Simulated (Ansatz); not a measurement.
Crystal: Sn.

```
Sn
1.0
    -1.89465    1.89465    1.89465
     1.89465   -1.89465    1.89465
     1.89465    1.89465   -1.89465
Sn
1
Direct
  0.00000 0.00000 0.00000
```

This isn't the form of Sn at room conditions, which is tetragonal (white tin).

Base run:

| Item | Value |
| --- | --- |
| Program | Ansatz 0.2.0 |
| Functional | PBEsol |
| Potentials or basis | all-electron LAPW, scalar-relativistic |
| Cutoff | 171 eV (chosen from the basis error) |
| Basis error allowed | 0.001 eV/atom |
| k mesh | 10 × 10 × 10 |
| Occupations | fermi-dirac, width 0.05 eV |
| Spin | no spin polarisation |

Its results: pressure -2.2 GPa.

Question: The run is repeated on the same cell with these changes: functional from PBEsol to LDA. What comes out?

Answer: Pressure -3.4 GPa.

LDA binds more tightly than PBEsol, so the same cell stands under less pressure.
